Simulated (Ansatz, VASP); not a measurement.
**TiTe2, level by level in two programs**

```
Te Ti
1.0
     3.80201    0.00000    0.00000
    -1.90101    3.29264    0.00000
     0.00000    0.00000    6.54103
Te Ti
2 1
Direct
  0.33333 0.66667 0.73720
  0.66667 0.33333 0.26280
  0.00000 0.00000 0.00000
```

Change from the starting cell: volume scaled by 1.02.

Single points on this cell with VASP 6.6.1 and Ansatz 0.2.0. Each row is one pair of runs. Alike in all rows: spin: off; k mesh: 8 × 8 × 4; smearing: fermi-dirac, width 0.05 eV; VASP's potentials, cutoff: VASP PAW PBE potentials, release 64 (Te, Ti_sv), 520 eV.

```tsv
level	Ansatz's potentials, cutoff	gap on the k mesh at the Fermi level (eV), VASP	gap on the k mesh at the Fermi level (eV), Ansatz	pressure (GPa), VASP	pressure (GPa), Ansatz	largest component of the traceless stress (GPa), VASP	largest component of the traceless stress (GPa), Ansatz
PBE	Ansatz PAW earlier set, 910 eV	none	none	-0.3	-0.3	0.29	0.28
PBE	PseudoDojo stringent (PBE files), 1450 eV	none	none	-0.3	-0.3	0.29	0.28
PBE	Ansatz PAW, 420 eV	none	none	-0.3	-0.3	0.29	0.28
PBEsol	Ansatz PAW, 420 eV	none	none	-3.4	-3.4	0.31	0.30
```

Pressure (GPa): the two programs differ by at most 0.05; largest component of the traceless stress (GPa): the two programs differ by at most 0.011.

A gap of «none» marks a metal or a gap that the smearing closes.

Caveats: this functional lacks dispersion, which binds the layers, so the pressure and a relaxed spacing across them are unreliable (some rows); the PAW data sets were made with another functional, which shifts forces and pressure a little (VASP); the PAW data sets come from PBE, with cores solved anew for the run's functional, which leaves a small shift of forces and pressure (Ansatz).
